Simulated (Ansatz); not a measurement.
# InSe (GaSe-type monolayer): the G0W0 gap against the k mesh

Aim: the G0W0 gap of InSe (GaSe-type monolayer) on a series of meshes, at fixed bands and cutoff.

Program: Ansatz 0.2.0. Level of theory: G0W0 on PBE, plane waves, PAW; PAW set soft_1. Results are calculated unless marked as measured.

## Step 1: The starting structure

The cell holds 4 atoms: 2 In and 2 Se. Cell: a = 4.085 Å, b = 4.085 Å, c = 33.900 Å, α = 90.0°, β = 90.0°, γ = 120.0°. Vacuum lies along c.

The structure was relaxed with PBE. The runs that relaxed it are not among those shown. The Coulomb interaction is cut off across the vacuum.

## Step 2: The 3×3×1 mesh

Now the one-shot GW correction: screening in the RPA, then the self-energy of the levels asked for. This step takes PAW set soft_1 files.

input.yaml

```yaml
crystal:
  lattice:
    - [4.0850824946, 0.0, 0.0]
    - [-2.0425412473, 3.5377852169, 0.0]
    - [0.0, 0.0, 33.9]
  atoms:
    - { symbol: In, position: [0.3333333333, 0.6666666667, 0.5416640231] }
    - { symbol: In, position: [0.3333333333, 0.6666666667, 0.4583359769] }
    - { symbol: Se, position: [0.6666666667, 0.3333333333, 0.5792476099] }
    - { symbol: Se, position: [0.6666666667, 0.3333333333, 0.4207523901] }
  periodic: [true, true, false]
kpoints:
  mp_grid: { grid: [3, 3, 1] }
hamiltonian:
  xc: pbe
  pseudopotentials: { kind: paw, azcp: { folder: soft_1 } }
scf:
  occupations: { method: fixed }
gw:
  n_empty_bands: 596
  ecut_chi: 66.0
  qp_bands: [v2, c2]
  qp_kpoints: band_edges
  screening: { model: contour_deformation }
```

Command:

```console
ansatz run input.yaml --threads 2 --pin off --max-ram 73728MiB --backend cuda --events-out ev --progress --plain --runs-dir out --devices 1 --max-vram 13GiB
```

Numbers of over 12 decimals in the logs are rounded to 6 here.

Log:

```text
GPUs: using 1 of 1 available (devices: 1).
Engine: ansatz 0.2.0, x86_64-unknown-linux-gnu
Pseudopotentials: kind: paw
Pseudopotential: In, paw, valence charge 13, recommended cutoff 420 eV (normal), soft_1/In.paw.azcp
Pseudopotential: Se, paw, valence charge 16, recommended cutoff 420 eV (normal), soft_1/Se.paw.azcp
Functional definition: PBE
  parameter kappa = 0.804
  parameter beta = 0.066725
  exchange = pbe_x(kappa = kappa, mu = beta*pi^2/3)
  correlation = pbe_c(beta = beta)
device memory: the entry about to start is reckoned to put 3.0 GiB on a device that reports 47.8 GiB free (of which the cap on the GPU budget leaves the run 13.0 GiB)
GPU FFT provider: cuFFT
GPU libraries: cuBLAS 13.8.2, cuFFT 12.4.0, cuSOLVER 12.3.4
Crystal: 4 atoms, lattice volume = 489.928 Å³
Basis set: ecut = 420 eV, 9533 PW (Γ)
Bands: 35, of which v1, the nominal top of the filled ones, is band 29 counted from 1 (28 counted from 0)
Symmetry: 12 space group operations
Space group: P-6m2 (ITA 187), of the structure as read, at distance tolerance 7.9e-5 Å
k-points: 3 of 9 (time reversal used)
Non-local potential: In, projectors of the file, l = 0: 2, l = 1: 2, l = 2: 2, l = 3: 1
Non-local potential: Se, projectors of the file, l = 0: 2, l = 1: 2, l = 2: 3, l = 3: 1
PAW form: soft (Blöchl's): semilocal exchange-correlation on the pseudo side does not see the compensation charge
PAW one-centre angular grid: In, 590 points (default); XC on 64 Gauss nodes
PAW one-centre angular grid: Se, 590 points (default); XC on 64 Gauss nodes
Initial density: superposition of atomic densities (neutral atoms: chi_scale 0, normalization atom)
Initial wavefunctions: pseudopotential atomic-orbital guess
GPU buffer pool allocated for 216000 grid points (all kernels)
GPU transforms: local potential and band sums: pruned to the plane-wave sphere, on 27×27×225
Functional: x = pbe(κ = 0.804, μ = 0.219515), c = pbe(β = 0.066725)
SCF iter   1: F=—  HF=-22136.330753 eV  |F-HF|=—  |Δ(HF+E_count)|=         —  Δρ=1.50e-2  dr2=2.28e0  ethr=3.10e-3  ⟨swp⟩=6.3  Hψ=425  notcnv=0  defer=12
preconditioner: auto → Resta (q_TF=auto, 1.912 Å⁻¹)  ε∞=1.6  [insulator: Δε(μ)=1.618 eV  Ē_g=13.507 eV  n_scr=62 (ndim 8)  ℏωp=10.3 eV  f_vac=0.731  ε∞_Penn≈1.6  vacuum switching on, ρ_ref=1.3e-2 e/Å³]
SCF iter   2: F=—  HF=-22135.917874 eV  |F-HF|=—  |Δ(HF+E_count)|=   4.13e-1  Δρ=8.01e-3  dr2=8.59e-1  ethr=3.10e-3  ⟨swp⟩=4.3  Hψ=213  notcnv=0  defer=12
SCF iter   3: F=—  HF=-22135.804662 eV  |F-HF|=—  |Δ(HF+E_count)|=   1.13e-1  Δρ=4.61e-3  dr2=1.54e-1  ethr=1.48e-3  ⟨swp⟩=4.0  Hψ=172  notcnv=0  defer=12
SCF iter   4: F=—  HF=-22135.795711 eV  |F-HF|=—  |Δ(HF+E_count)|=   8.95e-3  Δρ=1.86e-3  dr2=2.10e-2  ethr=2.66e-4  ⟨swp⟩=3.0  Hψ=150  notcnv=0  defer=12
SCF iter   5: F=—  HF=-22135.795173 eV  |F-HF|=—  |Δ(HF+E_count)|=   5.38e-4  Δρ=3.95e-4  dr2=7.13e-4  ethr=3.63e-5  ⟨swp⟩=3.0  Hψ=159  notcnv=0  defer=12
SCF iter   6: F=—  HF=-22135.795614 eV  |F-HF|=—  |Δ(HF+E_count)|=   4.41e-4  Δρ=1.10e-4  dr2=4.23e-5  ethr=1.23e-6  ⟨swp⟩=3.0  Hψ=216  notcnv=0  defer=12
SCF iter   7: F=—  HF=-22135.795646 eV  |F-HF|=—  |Δ(HF+E_count)|=   3.21e-5  Δρ=3.36e-5  dr2=3.87e-6  ethr=7.30e-8  ⟨swp⟩=3.3  Hψ=222  notcnv=0  defer=12
SCF iter   8: F=—  HF=-22135.795652 eV  |F-HF|=—  |Δ(HF+E_count)|=   5.40e-6  Δρ=6.16e-6  dr2=2.14e-7  ethr=6.67e-9  ⟨swp⟩=2.3  Hψ=195  notcnv=0  defer=12
SCF iter   9: F=-22135.795651 eV  HF=-22135.795651 eV  |F-HF|=4.14e-8  |Δ(HF+E_count)|=   3.06e-7  Δρ=4.79e-6  dr2=7.08e-8  ethr=1.72e-10  ⟨swp⟩=17.3  Hψ=576  notcnv=0
SCF 1 converged in 9 iterations: F = -22135.795651 eV  dr2 = 7.08e-8
[...]
device memory: the entry about to start is reckoned to put 4.0 GiB on a device that reports 47.7 GiB free (of which the cap on the GPU budget leaves the run 13.0 GiB)
NSCF: frozen V_eff on 3 k-points
[...]
device memory: the entry about to start is reckoned to put 6.7 GiB on a device that reports 44.2 GiB free (of which the cap on the GPU budget leaves the run 13.0 GiB)
NSCF: frozen V_eff on 3 k-points
G₀W₀ screening: q 1/3
[... further progress lines ...]
device memory: the entry about to start is reckoned to put 1.3 GiB on a device that reports 40.2 GiB free (of which the cap on the GPU budget leaves the run 13.0 GiB)
NSCF: frozen V_eff on 1 k-points
SCF converged after 9 iterations
Free energy (F): -22135.795651 eV
Harris-Foulkes:  -22135.795651 eV  (|F-HF|=4.14e-8)
Internal energy: -22135.795651 eV  (E = F + TS)
E sigma→0 (E₀):  -22135.795651 eV
Fermi energy:    -5.932287 eV
--- Per-component energies (eV) ---
  E_band       = -1628.692097
  E_kinetic    = 657.063060
  E_local      = -132211.027232  (includes V_loc(G=0)·N_el)
  E_nonlocal   = -54.388296
  E_hartree    = 65634.521344
  E_xc         = -454.874725
  E_vxc        = -357.788729  (∫ρ·V_xc dr)
  E_paw        = -12679.370222  (= ΣΔE_a)
  E_vpaw       = -931.610699  (= ΣTr[D̂ρ^β])
  E_aug_tail   = -0.000463  (compensation charges beyond the density's cutoff)
  E_ewald      = 56972.280883
  E_smearing   = -0.000000  (= −TS)
  E_closure    = -0.000000  (closes the sum)
  Σ components = -22135.795651   (vs F -22135.795651, Δ=0.00e0)
--- Band table (eV) ---
  k-point 0: bands = [... 25 lower, -6.4299, -6.3559, -6.3559, -5.9323, -4.4725, -3.2585, -1.0114 (-1.0114°), -1.0114 (-1.0114°), ... 2 higher]
  k-point 1: bands = [... 25 lower, -7.5466, -7.2158, -7.0607, -6.2263, -3.4295, -3.4158, -1.4129, -1.1783, ... 2 higher]
  k-point 2: bands = [... 25 lower, -8.5901, -7.5840, -7.1344, -6.9453, -3.2760, -2.9179, -1.8722, -0.8247, ... 2 higher]
  ° read free of the cell's end (the report's vacuum.weakly_bound_levels)
--- G₀W₀: contour deformation, 7 samples at zero and on the imaginary axis and 1 off it, 9 q-points, 596 empty bands' worth ---
  eigenvalues of the whole cell's RPA ε∞ on this k-mesh (on a slab, of 1 + 4πα/V) = 1.2089, 3.9322, 3.9322; static W/v taken at q = 0 is 0.428865
  gw.qp_kpoints: band_edges: 2 of 3 stored k-points solved, in 1 pass; an edge of the gap read off the rows below is read off those points alone
    valence top: of the k-points left out ik 2 came nearest to being solved in a further pass, in band 29 (counted from 1, as in the quasiparticle table): it holds the edge there only if its correction is more favourable than any solved in that band by at least 1.013 eV; those differ by 0.116 eV
    conduction bottom: of the k-points left out ik 2 came nearest to being solved in a further pass, in band 30 (counted from 1, as in the quasiparticle table): it holds the edge there only if its correction is more favourable than any solved in that band by at least 1.144 eV; those differ by 0.053 eV
    ik  band        ε_KS         Σx   Σc(E_QP)       V_xc       Z   E_QP_lin       E_QP  E_QP is
     0    28     -6.3559   -18.1439     2.1965   -15.4994  0.7091    -6.8121    -6.8039  root
     0    29     -5.9323   -14.8120     1.2262   -13.2960  0.7237    -6.2247    -6.2221  root
     0    30     -4.4725    -9.8276    -3.0830   -13.1876  0.7429    -4.1933    -4.1955  root
     0    31     -3.2585    -7.7515    -3.7997   -11.9395  0.7235    -2.8834    -2.8702  root
     1    28     -7.0607   -17.5283     2.3311   -14.7052  0.7009    -7.5643    -7.5526  root
     1    29     -6.2263   -15.3724     1.4640   -13.5031  0.7226    -6.6373    -6.6316  root
     1    30     -3.4295    -6.8599    -3.4681   -10.5525  0.7480    -3.2033    -3.2050  root
     1    31     -3.4158   -10.1999    -3.4215   -14.0410  0.7383    -2.9902    -2.9962  root
```

Wall time 17 s (1 × NVIDIA H100 80GB HBM3 (shared by 6 runs) with 2 threads of AMD EPYC 7R13 (Zen 3), shared host); peak memory 1.8 GiB; 16 s of CPU time.

The column dr2 measures how far the density is from self-consistency, as an energy; F and HF (Harris–Foulkes) agree once it is small.

Numbers from this step:

```yaml
bands_summed: 625
plane_waves_in_the_screening_matrix: 615
q_points_in_the_mesh: 9
g0w0_gap_on_the_mesh: 2.027 eV
k_of_the_valence_top: 0, 0, 0
k_of_the_conduction_bottom: 0, 0, 0
starting_gap_on_the_mesh: 1.460 eV
z_at_the_valence_top: 0.7237
z_at_the_conduction_bottom: 0.7429
least_direct_g0w0_gap_on_the_computed_points: 2.027 eV
```

The gap on the mesh goes from 1.46 eV to 2.03 eV, a correction of +0.57 eV. Between the two edge states, bare exchange in place of the xc potential would open the gap by 4.88 eV, and correlation takes back 4.31 eV.

## Step 3: The 6×6×1 mesh

A second mesh at equal bands and cutoff isolates the sampling error.

Changes to input.yaml since step 2:

```diff
@@ -12,3 +12,3 @@
 kpoints:
-  mp_grid: { grid: [3, 3, 1] }
+  mp_grid: { grid: [6, 6, 1] }
 hamiltonian:
```

Log:

```text
GPUs: using 1 of 1 available (devices: 1).
[...]
GPU FFT provider: cuFFT
GPU libraries: cuBLAS 13.8.2, cuFFT 12.4.0, cuSOLVER 12.3.4
Crystal: 4 atoms, lattice volume = 489.928 Å³
Basis set: ecut = 420 eV, 9533 PW (Γ)
Bands: 35, of which v1, the nominal top of the filled ones, is band 29 counted from 1 (28 counted from 0)
[... 1 set-up line as in the run before ...]
[...]
k-points: 7 of 36 (time reversal used)
[...]
GPU buffer pool allocated for 216000 grid points (all kernels)
[...]
SCF iter   1: F=—  HF=-22136.565390 eV  |F-HF|=—  |Δ(HF+E_count)|=         —  Δρ=1.43e-2  dr2=2.03e0  ethr=3.10e-3  ⟨swp⟩=6.6  Hψ=988  notcnv=0  defer=28
[...]
SCF iter   9: F=-22136.091155 eV  HF=-22136.091155 eV  |F-HF|=1.40e-8  |Δ(HF+E_count)|=   4.31e-7  Δρ=2.97e-6  dr2=2.90e-8  ethr=1.72e-10  ⟨swp⟩=18.0  Hψ=1602  notcnv=0
SCF 1 converged in 9 iterations: F = -22136.091155 eV  dr2 = 2.90e-8
[...]
0    28     -6.4548   -17.8006     1.7372   -15.4982  0.7328    -7.0295    -7.0200  root
     0    29     -6.0022   -15.2630     1.2995   -13.3301  0.7389    -6.6470    -6.6355  root
     0    30     -4.5363   -10.0034    -2.6867   -13.2199  0.7689    -4.0010    -4.0065  root
     0    31     -3.3182    -8.0588    -3.3470   -11.9514  0.7715    -2.7711    -2.7727  root
     1    28     -6.7128   -17.5877     1.8143   -15.1820  0.7297    -7.3154    -7.3041  root
     1    29     -5.9366   -15.5411     1.3037   -13.6012  0.7409    -6.5841    -6.5728  root
     1    30     -3.6258   -10.7541    -2.9585   -14.3535  0.7584    -2.9748    -2.9849  root
     1    31     -2.6144    -7.4602    -3.5226   -11.5105  0.7651    -2.0803    -2.0868  root
[...]
6    28     -7.2109   -16.7726     2.2525   -13.8624  0.7015    -7.8885    -7.8686  root
     6    29     -7.0088   -14.7546     1.3261   -12.7056  0.7438    -7.7477    -7.7316  root
     6    30     -3.3397    -6.7876    -3.0560   -10.1730  0.7707    -3.0076    -3.0102  root
     6    31     -2.9848   -10.4629    -3.4138   -14.5992  0.7562    -2.2472    -2.2624  root
[key lines of the parts left out:]
SCF converged after 9 iterations
Free energy (F): -22136.091155 eV
Fermi energy:    -5.936626 eV
```

Elapsed: 47 s, on 1 × NVIDIA H100 80GB HBM3 (shared by 6 runs) with 2 threads; peak memory 2.5 GiB.

This step gave:

```
bands summed                                 : 625
plane waves in the screening matrix          : 615
q-points in the mesh                         : 36
G0W0 gap on the mesh                         : 2.566 eV
k of the valence top                         : 0, 0.1667, 0
k of the conduction bottom                   : 0, 0, 0
starting gap on the mesh                     : 1.400 eV
Z at the valence top                         : 0.7409
Z at the conduction bottom                   : 0.7689
least direct G0W0 gap on the computed points : 2.629 eV
```

Against the run with 3×3×1 mesh, 596 empty bands, screening to 66 eV, PAW set soft_1 files, the gap moves by +0.54 eV, while the start moved by −0.06 eV. A band edge is found at another k point on this mesh.

## Step 4: The 9×9×1 mesh

Changes to input.yaml since step 3:

```diff
@@ -12,3 +12,3 @@
 kpoints:
-  mp_grid: { grid: [6, 6, 1] }
+  mp_grid: { grid: [9, 9, 1] }
 hamiltonian:
```

Log:

```text
GPUs: using 1 of 1 available (devices: 1).
[...]
GPU FFT provider: cuFFT
GPU libraries: cuBLAS 13.8.2, cuFFT 12.4.0, cuSOLVER 12.3.4
Crystal: 4 atoms, lattice volume = 489.928 Å³
Basis set: ecut = 420 eV, 9533 PW (Γ)
Bands: 35, of which v1, the nominal top of the filled ones, is band 29 counted from 1 (28 counted from 0)
[... 1 set-up line as in the run before ...]
[...]
k-points: 12 of 81 (time reversal used)
[...]
1    31     -2.7554    -8.4418    -3.4176   -12.4604  0.7679    -2.1482    -2.1544  root
[...]
11    28     -7.2140   -16.7786     2.2350   -13.8634  0.7059    -7.9146    -7.8942  root
    11    29     -7.0113   -14.7610     1.3043   -12.7062  0.7474    -7.7776    -7.7618  root
    11    30     -3.3421    -6.7925    -3.0309   -10.1731  0.7750    -2.9898    -2.9924  root
    11    31     -2.9875   -10.4497    -3.3987   -14.6001  0.7594    -2.2215    -2.2360  root
[key lines of the parts left out:]
SCF converged after 9 iterations
Free energy (F): -22136.096706 eV
Fermi energy:    -5.941191 eV
```

Elapsed: 1.9 min, on 1 × NVIDIA H100 80GB HBM3 (shared by 6 runs) with 2 threads; peak memory 3.4 GiB; 2.8 min of CPU time.

This step gave:

| Item | Value |
| --- | --- |
| bands summed | 625 |
| plane waves in the screening matrix | 615 |
| G0W0 gap on the mesh | 2.626 eV |
| k of the valence top | 0, 0.1111, 0 |
| k of the conduction bottom | 0, 0, 0 |
| starting gap on the mesh | 1.402 eV |
| least direct G0W0 gap on the computed points | 2.690 eV |

Against the run with 6×6×1 mesh, 596 empty bands, screening to 66 eV, PAW set soft_1 files, the gap moves by +0.06 eV. A band edge is found at another k point on this mesh.

## Step 5: The meshes together

Times are wall times on 1 × NVIDIA H100 80GB HBM3 (shared by 6 runs) with 2 threads of AMD EPYC 7R13 (Zen 3), shared host, good to a factor of about two.

| mesh | points | irreducible | start (eV) | G0W0 (eV) | shift (eV) | mean of 1 + 4πα/V (set by the cell height) | time |
| --- | --- | --- | --- | --- | --- | --- | --- |
| 3×3×1 | 9 | 3 | 1.460 | 2.027 | +0.567 | 3.02 | 17 s |
| 6×6×1 | 36 | 7 | 1.400 | 2.566 | +1.166 | 2.22 | 47 s |
| 9×9×1 | 81 | 12 | 1.402 | 2.626 | +1.224 | 2.14 | 1.9 min |

## Step 6: Results

| Quantity | Value |
| --- | --- |
| 3×3×1 | 2.027 eV (shift +0.567) |
| 6×6×1 | 2.566 eV (shift +1.166) |
| 9×9×1 | 2.626 eV (shift +1.224) |
| settings | PBE start, 596 empty bands, 66 eV |

What this shows: The shift is +0.57 eV on 3×3×1 and +1.22 eV on 9×9×1. On 9×9×1 the edges lie at (0.000, 0.111, 0.000) and Γ, on 6×6×1 at (0.000, 0.167, 0.000) and Γ, so these two shifts belong to different pairs of states. The mean of 1 + 4πα/V (set by the cell height) ranges from 2.14 to 3.02 and ends at 2.14; the coarsest mesh overstates it. The starting gap changes too, by 0.06 eV, since the meshes hold different points and converge the density differently. From 9 to 81 points the time grows 6.8-fold. Bands and cutoff are modest here, so the values stand off the basis limit. The many-body steps are scalar-relativistic: spin-orbit coupling is not in them.

[Paths, hosts, dates, memory and timing lines, banners, echoed tables and standing remarks are left out of the program output.]

[Logs are printed without paths, hosts, clocks, repeated set-up lines and the standing remarks that a program may print on its own settings, such as how far it seeks lower states.]

[Runs of the session that timed out or met a known fault of the program may be left out.]

[Cells called generated may have been cut or substituted from an entry of the Crystallography Open Database or the Materials Project.]

[Hosts, paths, dates, database ids (printed as entryN), source tags and the programs' standing remarks are cut or masked in the printed files.]
